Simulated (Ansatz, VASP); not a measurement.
## SiC in two plane-wave programs

Wanted: the spread between two codes on one cell, functional and k mesh. The cell is taken from a series of VASP runs on this material, whose earlier steps may have relaxed, scaled or displaced it; both programs get it as it stands. Other levels of theory on this material are compared in a session of their own.

Method: plane waves, with VASP 6.6.1 beside it; single point at LDA, in Ansatz 0.2.0.

## 1. Starting point

The structure is cubic, space group F-43m (No. 216). The conventional cell has a = 4.358 Å, b = 4.358 Å, c = 4.358 Å, α = 90.00°, β = 90.00°, γ = 90.00°. Si has 4 C at 1.89 Å nearest. Nearest to C lie 4 Si at 1.89 Å. Farther neighbours are not listed.

## 2. VASP: single point, LDA

With cell and atoms fixed, the geometry can't cause a difference; cores, projectors, grids and the points listed under the comparison can.

Lines of VASP's logs that name or quote its potential files are left out, and so is its time.

INCAR

```
SYSTEM = SiC
PREC = Accurate
ENCUT = 520
EDIFF = 1E-08
NELM = 100
ISMEAR = 0
SIGMA = 0.02
LREAL = .FALSE.
ALGO = Normal
GGA = CA
NBANDS = 10
LORBIT = 11
LWAVE = .FALSE.
LCHARG = .FALSE.
KPAR = 4
```

POSCAR

```
SiC
1.0
    0.0000000000      2.1790000000      2.1790000000
    2.1790000000      0.0000000000      2.1790000000
    2.1790000000      2.1790000000      0.0000000000
Si C
1 1
Direct
    0.0000000000      0.0000000000      0.0000000000
    0.2500000000      0.2500000000      0.2500000000
```

KPOINTS

```
Automatic mesh
0
Gamma
10 10 10
0 0 0
```

KPOINTS_OPT

```
points round the band edges
26
Reciprocal
  0.0000000000   0.0000000000   0.0000000000 1
  0.5000000000   0.5000000000   0.0000000000 1
 -0.0000000000  -0.0027743890  -0.0027743890 1
  0.0000000000   0.0027743890   0.0027743890 1
 -0.0027743890   0.0000000000  -0.0027743890 1
  0.0027743890   0.0000000000   0.0027743890 1
 -0.0027743890  -0.0027743890   0.0000000000 1
  0.0027743890   0.0027743890   0.0000000000 1
 -0.0000000000  -0.0104039586  -0.0104039586 1
  0.0000000000   0.0104039586   0.0104039586 1
 -0.0104039586   0.0000000000  -0.0104039586 1
  0.0104039586   0.0000000000   0.0104039586 1
 -0.0104039586  -0.0104039586   0.0000000000 1
  0.0104039586   0.0104039586   0.0000000000 1
  0.5000000000   0.4972256110  -0.0027743890 1
  0.5000000000   0.5027743890   0.0027743890 1
  0.4972256110   0.5000000000  -0.0027743890 1
  0.5027743890   0.5000000000   0.0027743890 1
  0.4972256110   0.4972256110   0.0000000000 1
  0.5027743890   0.5027743890   0.0000000000 1
  0.5000000000   0.4895960414  -0.0104039586 1
  0.5000000000   0.5104039586   0.0104039586 1
  0.4895960414   0.5000000000  -0.0104039586 1
  0.5104039586   0.5000000000   0.0104039586 1
  0.4895960414   0.4895960414   0.0000000000 1
  0.5104039586   0.5104039586   0.0000000000 1
```

Potentials, in the order of the species: Si and C (LDA family, release 64).

Run with:

```
> mpirun -np 4 vasp_std
```

Numbers of over 12 decimals in the logs are rounded to 6 here.

The program printed:

```text
[banner, memory and clock lines left out]
running    4 mpi-ranks, on    1 nodes
 distrk:  each k-point on    1 cores,    4 groups
 distr:  one band on    1 cores,    1 groups

 POSCAR found type information on POSCAR SiC
 POSCAR found :  2 types and       2 ions
 LDA part: xc-table for (Slater(with rela. corr.)+CA(PZ))
 , standard interpolation
 POSCAR, INCAR and KPOINTS ok, starting setup
 FFT: planning ... GRIDC
 FFT: planning ... GRID_SOFT
 FFT: planning ... GRID
 WAVECAR not read
 entering main loop
       N       E                     dE             d eps       ncg     rms          rms(c)
DAV:   1     0.898376923334E+00    0.89838E+00   -0.40813E+03  1004   0.678E+02
DAV:   2    -0.180994650165E+02   -0.18998E+02   -0.18100E+02  1234   0.112E+02
DAV:   3    -0.186699900841E+02   -0.57053E+00   -0.56966E+00  1112   0.161E+01
DAV:   4    -0.186723583601E+02   -0.23683E-02   -0.23680E-02  1104   0.131E+00
DAV:   5    -0.186723696465E+02   -0.11286E-04   -0.11286E-04  1090   0.826E-02    0.906E+00
DAV:   6    -0.167280525330E+02    0.19443E+01   -0.75077E+00   980   0.131E+01    0.398E+00
DAV:   7    -0.166587833554E+02    0.69269E-01   -0.36675E-01  1098   0.381E+00    0.179E+00
DAV:   8    -0.166382944049E+02    0.20489E-01   -0.26705E-02   998   0.106E+00    0.177E-01
DAV:   9    -0.166379295901E+02    0.36481E-03   -0.17949E-03  1146   0.246E-01    0.949E-02
DAV:  10    -0.166379445299E+02   -0.14940E-04   -0.11528E-04  1010   0.713E-02    0.315E-02
DAV:  11    -0.166379447547E+02   -0.22480E-06   -0.38003E-06  1112   0.127E-02    0.125E-02
DAV:  12    -0.166379445281E+02    0.22663E-06   -0.65818E-07   978   0.427E-03    0.686E-04
DAV:  13    -0.166379445318E+02   -0.36409E-08   -0.27178E-08  1042   0.108E-03
   1 F= -.16637945E+02 E0= -.16637945E+02  d E =-.502740E-25
 Start KPOINTS_OPT (optional k-point list driver)
k-point batch [1-26\26]
       N       E                     dE             ncg
DAV:   1     0.128541958714E+04   -0.41000E+04      520
DAV:   2     0.704874993386E+03   -0.58054E+03      802
DAV:   3     0.691876109632E+03   -0.12999E+02      656
DAV:   4     0.691827628851E+03   -0.48481E-01      652
DAV:   5     0.691827343608E+03   -0.28524E-03      646
DAV:   6     0.691827341191E+03   -0.24167E-05      650
DAV:   7     0.691827341166E+03   -0.25032E-07      648
DAV:   8     0.691827341166E+03   -0.52023E-09      602
```

Parts of OUTCAR (step 2):

```text
ion  position               nearest neighbor table
   1  0.000  0.000  0.000-   2 1.89   2 1.89   2 1.89   2 1.89
   2  0.250  0.250  0.250-   1 1.89   1 1.89   1 1.89   1 1.89

  LATTYP: Found a face centered cubic cell.
 ALAT       =     4.3580000000

 Subroutine GETGRP returns: Found 24 space group operations
 (whereof 24 operations were pure point group operations)

The static configuration has the point symmetry T_d .

 Found     47 irreducible k-points:

   k-points           NKPTS =     47   k-points in BZ     NKDIM =     47   number of bands    NBANDS=     10

   dimension x,y,z NGX =    24 NGY =   24 NGZ =   24
   dimension x,y,z NGXF=    48 NGYF=   48 NGZF=   48

   ENCUT  =  520.0 eV  38.22 Ry    6.18 a.u.   5.73  5.73  5.73*2*pi/ulx,y,z

   NELECT =       8.0000    total number of electrons

 k-points in reciprocal lattice and weights: Automatic mesh
   0.00000000  0.00000000  0.00000000       0.001
   0.10000000  0.00000000  0.00000000       0.008
   0.20000000  0.00000000  0.00000000       0.008
   0.30000000  0.00000000  0.00000000       0.008
   0.40000000  0.00000000  0.00000000       0.008
   0.50000000  0.00000000  0.00000000       0.004
   0.10000000  0.10000000  0.00000000       0.006
   0.20000000  0.10000000  0.00000000       0.024
   0.30000000  0.10000000  0.00000000       0.024
[...]
-0.30000000  0.40000000  0.20000000       0.024
  -0.30000000  0.50000000  0.20000000       0.012

 average (electrostatic) potential at core
       1 -81.9320       2 -49.0313

 E-fermi :   8.2003

 k-point     1 :       0.0000    0.0000    0.0000
  band No.  band energies     occupation
      1      -7.2539      2.00000
      2       8.0618      2.00000
      3       8.0618      2.00000
      4       8.0618      2.00000
      5      14.3535      0.00000
      6      15.2539      0.00000
      7      15.2539      0.00000
      8      15.2539      0.00000
      9      22.5214      0.00000
    ...

 k-point     2 :       0.1000    0.0000    0.0000
  band No.  band energies     occupation
      1      -7.0579      2.00000
      2       7.0637      2.00000
      3       7.9273      2.00000
      4       7.9273      2.00000
      5      14.5610      0.00000
      6      15.4962      0.00000
      7      15.4962      0.00000
      8      15.5566      0.00000
      9      21.5592      0.00000
    ...

 k-point     3 :       0.2000    0.0000    0.0000
  band No.  band energies     occupation
      1      -6.4780      2.00000
      2       4.9539      2.00000
      3       7.6192      2.00000
      4       7.6192      2.00000
      5      14.2230      0.00000
      6      15.8562      0.00000
      7      15.8562      0.00000
      8      16.7614      0.00000
      9      20.8856      0.00000
    ...

  Total       -0.5207752     -0.5207752     -0.5207752      0.0000000      0.0000000     -0.0000000
  in kB      -40.3235905    -40.3235905    -40.3235905      0.0000000      0.0000000     -0.0000000
  external PRESSURE =     -40.3235905 kB  Pullay stress =       0.0000000 kB

  energy-cutoff  :      520.00
  volume of cell :       20.69
      direct lattice vectors                 reciprocal lattice vectors
     0.000000000  2.179000000  2.179000000    -0.229463056  0.229463056  0.229463056
     2.179000000  0.000000000  2.179000000     0.229463056 -0.229463056  0.229463056
     2.179000000  2.179000000  0.000000000     0.229463056  0.229463056 -0.229463056

 POSITION                                       TOTAL-FORCE (eV/Angst)
 -----------------------------------------------------------------------------------
      0.00000      0.00000      0.00000         0.000000      0.000000      0.000000
      1.08950      1.08950      1.08950        -0.000000     -0.000000     -0.000000
 -----------------------------------------------------------------------------------
    total drift:                                0.000000      0.000000      0.000000

  FREE ENERGIE OF THE ION-ELECTRON SYSTEM (eV)
  ---------------------------------------------------
  free  energy   TOTEN  =       -16.6379445318 eV

  energy  without entropy=      -16.6379445318  energy(sigma->0) =      -16.63794453

 total charge
# of ion       s       p       d       tot
------------------------------------------
    1        0.713   0.982   0.000   1.695
    2        0.828   1.710   0.000   2.538
--------------------------------------------------
tot          1.541   2.693   0.000   4.233

[... 3 further parts left out ...]
```

The run ends at a pressure of -4.03 GPa.

## 3. Ansatz: single point, LDA

Ansatz runs on its default PAW (the set named soft_2) files.

The same cell, functional (in two slightly different forms), mesh and smearing now go to Ansatz, which takes its cutoff from its data sets.

input.yaml

```yaml
crystal:
  lattice:
    - [0.0, 2.179, 2.179]
    - [2.179, 0.0, 2.179]
    - [2.179, 2.179, 0.0]
  atoms:
    - { symbol: Si, position: [0.0, 0.0, 0.0] }
    - { symbol: C, position: [0.25, 0.25, 0.25] }
hamiltonian:
  xc: lda
  pseudopotentials: { kind: paw }
kpoints:
  mp_grid: { grid: [10, 10, 10] }
scf:
  occupations: { method: gaussian, width: 0.02 }
  n_extra_bands: 4
output:
  forces: true
  stress: true
  eigenvalues: true
```

Run with:

```
> ansatz run input.yaml --threads 2 --pin off --max-ram 4608MiB --backend cpu --events-out ev --progress --plain --runs-dir out
```

The program printed:

```text
scf.n_extra_bands = 4 over 4 filled bands (N_el = 8.0): the run solves 8 bands
Engine: ansatz 0.2.0, aarch64-unknown-linux-gnu
Pseudopotentials: kind: paw
Pseudopotential: Si, paw, valence charge 4, recommended cutoff 420 eV (normal), Si.paw.azcp
Pseudopotential: C, paw, valence charge 4, recommended cutoff 420 eV (normal), C.paw.azcp
Functional definition: SPW92
  exchange = slater_x
  correlation = pw_c
Crystal: 2 atoms, lattice volume = 20.692 Å³
Basis set: ecut = 420 eV, 411 PW (Γ)
Bands: 8, of which v1, the nominal top of the filled ones, is band 4 counted from 1 (3 counted from 0)
Symmetry: 24 space group operations
Space group: F-43m (ITA 216), of the structure as read, at distance tolerance 2.7e-5 Å
k-points: 47 of 1000 (time reversal used)
Non-local potential: Si, projectors of the file, l = 0: 2, l = 1: 2, l = 2: 2
Non-local potential: C, projectors of the file, l = 0: 2, l = 1: 2, l = 2: 1
PAW form: soft (Blöchl's): semilocal exchange-correlation on the pseudo side does not see the compensation charge
PAW frozen core: Si, regenerated for the run's functional, and the local potential with it (the file was generated under x = pbe(κ = 0.804, μ = 0.219515), c = pbe(β = 0.066725))
PAW frozen core: C, regenerated for the run's functional, and the local potential with it (the file was generated under x = pbe(κ = 0.804, μ = 0.219515), c = pbe(β = 0.066725))
PAW one-centre angular grid: Si, 110 points (default); XC on 64 Gauss nodes
PAW one-centre angular grid: C, 110 points (default); XC on 64 Gauss nodes
Initial density: superposition of atomic densities (neutral atoms: chi_scale 0, normalization atom), corrected by the library's trained network
Initial wavefunctions: pseudopotential atomic-orbital guess
Functional: x = slater, c = lda
SCF iter   1: F=—  HF=-852.198614 eV  |F-HF|=—  |Δ(HF+E_count)|=         —  Δρ=7.66e-3  dr2=1.27e-2  ethr=1.77e-3  ⟨swp⟩=6.2  Hψ=3178  notcnv=0
preconditioner: auto → none  [insulator: Δε(μ)=1.242 eV  Ē_g=13.884 eV  σ=0.020 eV  W_gap=1.00  n_scr=0 (ndim 8)  ℏωp=23.1 eV  f_vac=0.000  D(μ)=0.00/eV (n_scr^D=0)  ε∞_Penn≈3.8]
SCF iter   2: F=—  HF=-852.195220 eV  |F-HF|=—  |Δ(HF+E_count)|=   3.39e-3  Δρ=3.55e-3  dr2=1.29e-3  ethr=1.58e-4  ⟨swp⟩=2.3  Hψ=974  notcnv=0
SCF iter   3: F=—  HF=-852.194873 eV  |F-HF|=—  |Δ(HF+E_count)|=   3.48e-4  Δρ=1.48e-3  dr2=1.78e-4  ethr=1.62e-5  ⟨swp⟩=2.4  Hψ=699  notcnv=0
SCF iter   4: F=—  HF=-852.194829 eV  |F-HF|=—  |Δ(HF+E_count)|=   4.37e-5  Δρ=2.41e-4  dr2=5.23e-6  ethr=2.23e-6  ⟨swp⟩=1.0  Hψ=376  notcnv=0
SCF iter   5: F=—  HF=-852.194827 eV  |F-HF|=—  |Δ(HF+E_count)|=   1.64e-6  Δρ=1.14e-5  dr2=1.14e-8  ethr=6.54e-8  ⟨swp⟩=1.8  Hψ=491  notcnv=0
SCF iter   6: F=-852.194827 eV  HF=-852.194827 eV  |F-HF|=6.28e-11  |Δ(HF+E_count)|=   5.06e-9  Δρ=1.63e-6  dr2=2.03e-10  ethr=1.42e-10  ⟨swp⟩=1.9  Hψ=1210  notcnv=0
SCF 1 converged in 6 iterations: F = -852.194827 eV  dr2 = 2.03e-10
  greatest PAW one-centre occupation: 0.637 electrons in one spin orbital (limit 2), on the C atom at site 1 (counted from 0), in its partial waves of l = 0
SCF converged after 6 iterations
Free energy (F): -852.194827 eV
Harris-Foulkes:  -852.194827 eV  (|F-HF|=6.28e-11)
Internal energy: -852.194827 eV  (E = F + TS)
E sigma→0 (E₀):  -852.194827 eV
Fermi energy:    9.902578 eV
--- Per-component energies (eV) ---
  E_band       = 27.043656
  E_kinetic    = 135.699899
  E_local      = -106.257700  (includes V_loc(G=0)·N_el)
  E_nonlocal   = 53.909610
  E_hartree    = 31.770562
  E_xc         = -104.702949
  E_vxc        = -109.364307  (∫ρ·V_xc dr)
  E_paw        = -577.977644  (= ΣΔE_a)
  E_vpaw       = -10.484903  (= ΣTr[D̂ρ^β])
  E_aug_tail   = 0.000012  (compensation charges beyond the density's cutoff)
  E_ewald      = -284.783780
  E_core_change = 0.147163  (= ΣΔE_core)
  E_smearing   = -0.000000  (= −TS)
  E_closure    = -0.000000  (closes the sum)
  Σ components = -852.194827   (vs F -852.194827, Δ=0.00e0)
--- Forces (eV/Å), atoms counted from 1 ---
  atom   1  Si     0.00000000    -0.00000000     0.00000000
  atom   2  C     -0.00000000     0.00000000     0.00000000
  max |Σ_I F_I| component: 3.70e-17 eV/Å
--- Stress (GPa, compression-positive) ---
       -4.424050      -0.000000      -0.000000
       -0.000000      -4.424050       0.000000
       -0.000000       0.000000      -4.424050
  P = ⅓ Tr σ = -4.4241 GPa (-44.241 kbar)
--- Band table (eV; the first three rows and the last of 47) ---
  k-point 0: bands = ["-6.0747", "9.2440", "9.2440", "9.2440", "15.5111", "16.4432", "16.4432", "16.4432"]
  k-point 1: bands = ["-5.8787", "8.2459", "9.1096", "9.1096", "15.7288", "16.6851", "16.6851", "16.7355"]
  k-point 2: bands = ["-5.2987", "6.1356", "8.8015", "8.8015", "15.3977", "17.0450", "17.0450", "17.9331"]
  k-point 46: bands = ["-0.7549", "2.0945", "4.4221", "4.6509", "13.8663", "17.1709", "19.1833", "20.2908"]
```

The job ended after 0.51 s (2 threads of Arm Neoverse V2, shared host; peak memory 0.26 GiB).

The column dr2 measures how far the density is from self-consistency, as an energy; F and HF (Harris–Foulkes) agree once it is small.

The run ends at a pressure of -4.42 GPa.

## 4. Side by side

Known differences besides the potentials themselves: the two LDA forms differ slightly; the cutoff is 420 eV in Ansatz and 520 eV in VASP; VASP's log shows a relativistic correction to its local exchange, Ansatz's none. Total energies have different zeros and are not compared.

The two programs side by side:

```csv
quantity,Ansatz,VASP,difference
pressure (GPa),-4.42,-4.03,-0.39
pressure without Ansatz's Pulay correction (GPa),-4.82,-4.03,-0.79
gap on the k mesh (eV),1.317,1.305,+0.013
```

A gap on the mesh is an upper bound, since the band edges may lie between its points. Ansatz's pressure holds a Pulay correction of 0.40 GPa; VASP's holds none.

## 5. Results

```yaml
difference_in_gap_on_the_k_mesh_single_point_lda: 0.013 eV
```

In words: The difference in gap on the k mesh is 0.013 eV (single point, LDA), within the 0.08 eV picked in this series as the mark of a large difference. 4 further runs of this series are not shown here. Such differences can come from data sets, numerical settings and the points named under the comparisons, not from the functional's error against experiment.

[Lines on the potential files, build, host, timing and source positions are cut from VASP's logs without a mark.]

[Logs are printed without paths, hosts, clocks, repeated set-up lines and the standing remarks that a program may print on its own settings, such as how far it seeks lower states.]

[Hosts, paths, dates, database ids (printed as entryN), source tags and the programs' standing remarks are cut or masked in the printed files.]
